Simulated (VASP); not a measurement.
# BAs in VASP: relaxation of cell and atoms with PBE

Aim: the relaxation of cell and atoms of BAs with PBE.

All numbers are computed with VASP 6.6.1; they aren't measurements. Logs are shortened: lines on timing, memory, paths and dates and some standing lists are left out, and cuts for length are marked.

**1. The sheet as given**

The cell holds a sheet with vacuum, 2 atoms: a = 3.380 Å, b = 3.380 Å, c = 16.000 Å, α = 90.00°, β = 90.00°, γ = 120.00°.

The cell was built by a generator and needn't be a form met in nature.

**2. Relaxation of cell and atoms, PBE**

INCAR reads:

```
PREC = Accurate
ENCUT = 600
EDIFF = 1E-6
ISMEAR = 0
SIGMA = 0.03
LREAL = False
LASPH = True
NELM = 120
ALGO = Normal
ISIF = 3
LWAVE = False
LCHARG = False
GGA = PE
IBRION = 2
NSW = 60
EDIFFG = -0.005
LATTICE_CONSTRAINTS = .TRUE. .TRUE. .FALSE.
KPAR = 2
```

KPOINTS reads:

```
Automatic mesh
0
Gamma
  12 12 1
```

POSCAR reads:

```
BAs
1.0
    3.3800000000      0.0000000000      0.0000000000
   -1.6900000000      2.9271658600      0.0000000000
    0.0000000000      0.0000000000     16.0000000000
B As
1 1
Direct
    0.3333330000      0.6666670000      0.5000000000
    0.6666670000      0.3333330000      0.5000000000
```

Potentials or basis: VASP PAW PBE potentials, release 64 (B, As).

The run is started by

```sh
$ cat potpaw_PBE.64/B/POTCAR potpaw_PBE.64/As/POTCAR > POTCAR
$ mpirun -np 2 vasp_std > vasp.out
```

OUTCAR:

```text
PREC = Accurate
   ENCUT = 600
   EDIFF = 1E-6
   ISMEAR = 0
   LREAL = False
   LASPH = True
   NELM = 120
   ISIF = 3
   GGA = PE
   IBRION = 2
   NSW = 60
   EDIFFG = -0.005

 ion  position               nearest neighbor table
   1  0.333  0.667  0.500-   2 1.95   2 1.95   2 1.95
   2  0.667  0.333  0.500-   1 1.95   1 1.95   1 1.95

  LATTYP: Found a hexagonal cell.
 ALAT       =     3.3800000000
 C/A-ratio  =     4.7337278107

  Lattice vectors:

 A1 = (   3.3800000000,   0.0000000000,   0.0000000000)
 A2 = (  -1.6900000000,   2.9271658600,   0.0000000000)
 A3 = (   0.0000000000,   0.0000000000,  16.0000000000)

Analysis of symmetry for initial positions (statically):
=====================================================================
 Subroutine PRICEL returns:
 Original cell was already a primitive cell.

 Routine SETGRP: Setting up the symmetry group for a
 hexagonal supercell.

 Subroutine GETGRP returns: Found 12 space group operations
 (whereof 12 operations were pure point group operations)
 out of a pool of 24 trial point group operations.

The static configuration has the point symmetry D_3h.

Analysis of symmetry for dynamics (positions and initial velocities):
=====================================================================
 Subroutine PRICEL returns:
 Original cell was already a primitive cell.

 Routine SETGRP: Setting up the symmetry group for a
 hexagonal supercell.

 Subroutine GETGRP returns: Found 12 space group operations
 (whereof 12 operations were pure point group operations)
 out of a pool of 24 trial point group operations.

The dynamic configuration has the point symmetry D_3h.

 Subroutine INISYM returns: Found 12 space group operations
 (whereof 12 operations are pure point group operations),
 and found     1 'primitive' translations

----------------------------------------------------------------------------------------

                                     Primitive cell

  volume of cell :     158.3011

  direct lattice vectors                    reciprocal lattice vectors
     3.380000000  0.000000000  0.000000000     0.295857988  0.170813689  0.000000000
    -1.690000000  2.927165860  0.000000000     0.000000000  0.341627379  0.000000000
     0.000000000  0.000000000 16.000000000     0.000000000  0.000000000  0.062500000

  length of vectors
     3.380000000  3.379999996 16.000000000     0.341627378  0.341627379  0.062500000

  position of ions in fractional coordinates (direct lattice)
     0.333333000  0.666667000  0.500000000
     0.666667000  0.333333000  0.500000000

  ion indices of the primitive-cell ions
   primitive index   ion index
                 1           1
                 2           2

----------------------------------------------------------------------------------------

 KPOINTS: Automatic mesh

Automatic generation of k-mesh.
 Grid dimensions read from file:
 generate k-points for:   12   12    1

 Generating k-lattice:

  Cartesian coordinates                     Fractional coordinates (reciprocal lattice)
     0.024654832  0.014234474  0.000000000     0.083333333  0.000000000  0.000000000
     0.000000000  0.028468948  0.000000000     0.000000000  0.083333333  0.000000000
     0.000000000  0.000000000  0.062500000     0.000000000  0.000000000  1.000000000

  Length of vectors
     0.028468948  0.028468948  0.062500000

  Shift w.r.t. Gamma in fractional coordinates (k-lattice)
     0.000000000  0.000000000  0.000000000

 Subroutine IBZKPT returns following result:
 ===========================================

 Found     19 irreducible k-points:

 Following reciprocal coordinates:
            Coordinates               Weight
  0.000000  0.000000  0.000000      1.000000
  0.083333  0.000000  0.000000      6.000000
  0.166667  0.000000  0.000000      6.000000
  0.250000  0.000000  0.000000      6.000000
  0.333333  0.000000  0.000000      6.000000
  0.416667 -0.000000  0.000000      6.000000
[... 11 lines left out ...]
  0.333333  0.250000  0.000000     12.000000
  0.333333  0.333333  0.000000      2.000000
   k-points           NKPTS =     19   k-points in BZ     NKDIM =     19   number of bands    NBANDS=      8
   number of dos      NEDOS =    301   number of ions     NIONS =      2
   total plane-waves  NPLWV = 100352
   dimension x,y,z NGX =    28 NGY =   28 NGZ =  128
   dimension x,y,z NGXF=    56 NGYF=   56 NGZF=  256
   ions per type =               1   1
   NGX,Y,Z   is equivalent  to a cutoff of  13.77, 13.77, 13.30 a.u.
   NGXF,Y,Z  is equivalent  to a cutoff of  27.54, 27.54, 26.60 a.u.
 SYSTEM =  unknown system
   PREC   = accura    normal or accurate (medium, high low for compatibility)
   ISTART =      0    job   : 0-new  1-cont  2-samecut
   ICHARG =      2    charge: 1-file 2-atom 10-const
   ISPIN  =      1    spin polarized calculation?
   LNONCOLLINEAR =      F non collinear calculations
   LSORBIT =      F    spin-orbit coupling
   LASPH  =      T    aspherical Exc in radial PAW
   ENCUT  =  600.0 eV  44.10 Ry    6.64 a.u.   6.75  6.75 31.96*2*pi/ulx,y,z
   NELM   =    120;   NELMIN=  2; NELMDL= -5     # of ELM steps
   EDIFF  = 0.1E-05   stopping-criterion for ELM
   LREAL  =      F    real-space projection
   EDIFFG = -.5E-02   stopping-criterion for IOM
   NSW    =     60    number of steps for IOM
   IBRION =      2    ionic relax: 0-MD 1-quasi-New 2-CG
   NFREE  =      1    steps in history (QN), initial steepest desc. (CG)
   ISIF   =      3    stress and relaxation
   ISYM   =      2    0-nonsym 1-usesym 2-fastsym
   POTIM  = 0.5000    time-step for ionic-motion
   TEBEG  =    0.0;   TEEND  =   0.0 temperature during run
   PSTRESS=    0.0 pullay stress
   NELECT =       8.0000    total number of electrons
   NUPDOWN=      -1.0000    fix difference up-down
   EMIN   =  10.00;   EMAX   =-10.00  energy-range for DOS
   EFERMI =   0.00;   METHOD = LEGACY
   ISMEAR =     0;   SIGMA  =   0.03  broadening in eV -4-tet -1-fermi 0-gaus
   EFERMI_NEDOS =   21; number of points for ismear=-14 and -15
   IALGO  =     38    algorithm
   IMIX   =      4    mixing-type and parameters
     AMIX     =   0.40;   BMIX     =  1.00
     AMIX_MAG =   1.60;   BMIX_MAG =  1.00
  volume/ion in A,a.u.               =      79.15       534.13
  Fermi-wavevector in a.u.,A,eV,Ry     =   0.605262  1.143780  4.984389  0.366342
  Thomas-Fermi vector in A             =   1.658921
   LORBIT       =      0    0 simple, 1 ext, 2 COOP (PROOUT), +10 PAW based schemes
   GGA     = PE    functional components
   LHFCALC =     F    Hartree Fock is set to
   AEXX    =    0.0000 exact exchange contribution
   IVDW    =     0    specifies the selected vdW correction
   LEPSILON=     F    determine dielectric tensor
   LRPA    =     F    only Hartree local field effects (RPA)
 conjugate gradient relaxation of ions
 non-spin polarized calculation
 Gauss-broadening in eV      SIGMA  =   0.03
  energy-cutoff  :      600.00
  volume of cell :      158.30
 maximum number of plane-waves:      5302
 NGX is ok and might be reduce to    28
   NGX = 13   NGY = 13   NGZ = 63

--------------------------------------- Ionic step        1  -------------------------------------------

 number of electron       8.0000000 magnetization

 Free energy of the ion-electron system (eV)
  ---------------------------------------------------
  ext. energy  EPLUGINS =         0.00000000
  ---------------------------------------------------
  free energy    TOTEN  =       -10.64331045 eV

  energy without entropy =      -10.64331045  energy(sigma->0) =      -10.64331045

------------------------ aborting loop because EDIFF is reached ----------------------------------------

  FORCE on cell =-STRESS in cart. coord.  units (eV):
  Direction    XX          YY          ZZ          XY          YZ          ZX
  --------------------------------------------------------------------------------------
  -------------------------------------------------------------------------------------
  Total        0.3155740      0.3155740     -0.0049783      0.0000000     -0.0000000      0.0000000
  in kB        3.1939481      3.1939480     -0.0503859      0.0000000     -0.0000000      0.0000000
  external PRESSURE =       2.1125034 kB  Pullay stress =       0.0000000 kB

 VOLUME and BASIS-vectors are now :
 -----------------------------------------------------------------------------
  energy-cutoff  :      600.00
  volume of cell :      158.30
      direct lattice vectors                 reciprocal lattice vectors
     3.380000000  0.000000000  0.000000000     0.295857988  0.170813689  0.000000000
    -1.690000000  2.927165860  0.000000000     0.000000000  0.341627379  0.000000000
     0.000000000  0.000000000 16.000000000     0.000000000  0.000000000  0.062500000

 POSITION                                       TOTAL-FORCE (eV/Angst)
 -----------------------------------------------------------------------------------
     -0.00000      1.95144      8.00000         0.000000      0.000000      0.000000
      1.69000      0.97572      8.00000        -0.000000      0.000000      0.000000
 -----------------------------------------------------------------------------------
    total drift:                               -0.000129      0.000074      0.000000

  FREE ENERGIE OF THE ION-ELECTRON SYSTEM (eV)
  ---------------------------------------------------
  free  energy   TOTEN  =       -10.6433104525 eV
[... 17 lines left out ...]
 VOLUME and BASIS-vectors are now :
 -----------------------------------------------------------------------------
  energy-cutoff  :      600.00
  volume of cell :      160.72
      direct lattice vectors                 reciprocal lattice vectors
     3.405728779  0.000000000  0.000000000     0.293622912  0.169523267  0.000000000
    -1.702864390  2.949447636  0.000000000     0.000000000  0.339046535  0.000000000
     0.000000000  0.000000000 16.000000000     0.000000000  0.000000000  0.062500000

 POSITION                                       TOTAL-FORCE (eV/Angst)
 -----------------------------------------------------------------------------------
     -0.00000      1.96630      8.00000         0.000000      0.000000      0.000000
      1.70287      0.98315      8.00000        -0.000000      0.000000      0.000000
 -----------------------------------------------------------------------------------
    total drift:                               -0.000134      0.000077      0.000000

  FREE ENERGIE OF THE ION-ELECTRON SYSTEM (eV)
  ---------------------------------------------------
  free  energy   TOTEN  =       -10.6423034652 eV

  energy  without entropy=      -10.6423034652  energy(sigma->0) =      -10.64230347

--------------------------------------- Ionic step        3  -------------------------------------------

 number of electron       8.0000000 magnetization

 Free energy of the ion-electron system (eV)
  ---------------------------------------------------
  ext. energy  EPLUGINS =         0.00000000
  ---------------------------------------------------
  free energy    TOTEN  =       -10.64427463 eV

  energy without entropy =      -10.64427463  energy(sigma->0) =      -10.64427463

 E-fermi :  -2.9027     XC(G=0):  -2.7247

 val. band max:       -3.0823489291   @ k =   0.3333   0.3333   0.0000
 cond. band min:      -2.3297679237   @ k =   0.3333   0.3333   0.0000
 fundamental gap:      0.7525810054
 Fermi energy:        -2.9027095707

 k-point     1 :       0.0000    0.0000    0.0000
  band No.  band energies     occupation
      1     -16.8685      2.00000
      2      -6.9823      2.00000
      3      -4.6169      2.00000
      4      -4.6168      2.00000
      5       0.4946      0.00000
      6       0.6707      0.00000
      7       1.6086      0.00000
      8       1.7095      0.00000

 k-point     2 :       0.0833    0.0000    0.0000
  band No.  band energies     occupation
      1     -16.7728      2.00000
      2      -6.8741      2.00000
      3      -5.2520      2.00000
      4      -4.8254      2.00000
      5       0.6339      0.00000
      6       0.8238      0.00000
      7       1.7245      0.00000
      8       1.9577      0.00000

 k-point     3 :       0.1667    0.0000    0.0000
  band No.  band energies     occupation
      1     -16.4892      2.00000
      2      -6.6276      2.00000
      3      -6.5526      2.00000
      4      -5.3090      2.00000
      5       0.5303      0.00000
      6       1.0303      0.00000
      7       2.0596      0.00000
      8       2.5792      0.00000
[... 187 lines left out ...]
 VOLUME and BASIS-vectors are now :
 -----------------------------------------------------------------------------
  energy-cutoff  :      600.00
  volume of cell :      159.29
      direct lattice vectors                 reciprocal lattice vectors
     3.390543568  0.000000000  0.000000000     0.294937959  0.170282510  0.000000000
    -1.695271784  2.936296857  0.000000000     0.000000000  0.340565021  0.000000000
     0.000000000  0.000000000 16.000000000     0.000000000  0.000000000  0.062500000

 POSITION                                       TOTAL-FORCE (eV/Angst)
 -----------------------------------------------------------------------------------
     -0.00000      1.95753      8.00000         0.000000     -0.000000      0.000000
      1.69527      0.97876      8.00000        -0.000000      0.000000      0.000000
 -----------------------------------------------------------------------------------
    total drift:                               -0.000131      0.000075      0.000000

  FREE ENERGIE OF THE ION-ELECTRON SYSTEM (eV)
  ---------------------------------------------------
  free  energy   TOTEN  =       -10.6442746295 eV

  energy  without entropy=      -10.6442746295  energy(sigma->0) =      -10.64427463

 reached required accuracy - stopping structural energy minimisation
```

It took 48 s on 2 MPI ranks of Intel Xeon Platinum 8488C (Sapphire Rapids), shared host; peak memory 0.32 GiB.

What came out:

```
Free energy                            : -10.6443 eV
Relaxed volume                         : 79.65 Å³/atom
Relaxed cell                           : a = 3.391 Å, b = 3.391 Å, c = 16.000 Å, α = 90.00°, β = 90.00°, γ = 120.00°
Space group after relaxing (to 0.05 Å) : P-6m2 (No. 187)
Energy gained by relaxing              : 0.5 meV/atom
Ionic steps                            : 3
Band gap on the k mesh                 : 0.75 eV, direct
```

The path:
```tsv
step	energy change (eV)	largest force (eV/Å)	pressure (GPa)	volume (Å³)
1	0.0000	0.0000	0.21	158.30
2	0.0010	0.0000	-0.29	160.72
3	-0.0010	0.0000	0.00	159.29
```

Final structure:
```
CELL_PARAMETERS angstrom
3.39054 0.00000 0.00000
-1.69527 2.93630 0.00000
0.00000 0.00000 16.00000
ATOMIC_POSITIONS crystal
B 0.33333 0.66667 0.50000
As 0.66667 0.33333 0.50000
```

Expect the measured gap to be larger: semilocal functionals such as PBE lack the derivative discontinuity.
